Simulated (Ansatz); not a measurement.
The system is CoPtO2.

```xyz
4
Lattice="1.4123 0.8154 5.9394 -1.4123 0.8154 5.9394 0.0000 -1.6307 5.9394" Properties=species:S:1:pos:R:3 pbc="T T T"
Pt    0.0000    0.0000    0.0000
Co    0.0000    0.0000    8.9091
O     0.0000    0.0000    2.0000
O     0.0000    0.0000   15.8182
```

The cell is a database's computed one.

Base run:

* Program: Ansatz 0.2.0
* Functional: PBE
* Potentials or basis: Ansatz PAW
* Cutoff: 420 eV (not typed: the program's choice for these potentials)
* k mesh: 9 × 9 × 9
* Occupations: fermi-dirac, width 0.05 eV
* Spin: collinear spin, ferromagnetic start
* Starting moments: [0.0, 1.0, 0.0, 0.0] μB
* Fixed moment: 1 μB

Its results: pressure 11.2 GPa; site moments Pt +0.19; Co +0.64; O +0.03 μB; largest force 0.317 eV/Å.

After a change of settings the same cell gave: pressure 8.3 GPa; site moments Pt +0.16; Co +0.25; O +0.01 μB; largest force 0.073 eV/Å. Which change was it?
A. fixed moment from 1 μB to 0.5 μB; moments at the start from [0.0, 1.0, 0.0, 0.0] to [0.0, 0.5, 0.0, 0.0]
B. fixed moment from 1 μB to 2.5 μB; moments at the start from [0.0, 1.0, 0.0, 0.0] to [0.0, 2.5, 0.0, 0.0]
C. fixed moment from 1 μB to 4 μB; moments at the start from [0.0, 1.0, 0.0, 0.0] to [0.0, 4.0, 0.0, 0.0]
D. fixed moment from 1 μB to 3 μB; moments at the start from [0.0, 1.0, 0.0, 0.0] to [0.0, 3.0, 0.0, 0.0]

A.

Caveats: the total moment is fixed, so each spin has its own Fermi level; a cell with one magnetic atom can't hold antiferromagnetic order, which such compounds often take; the thresholds are loose for stress.
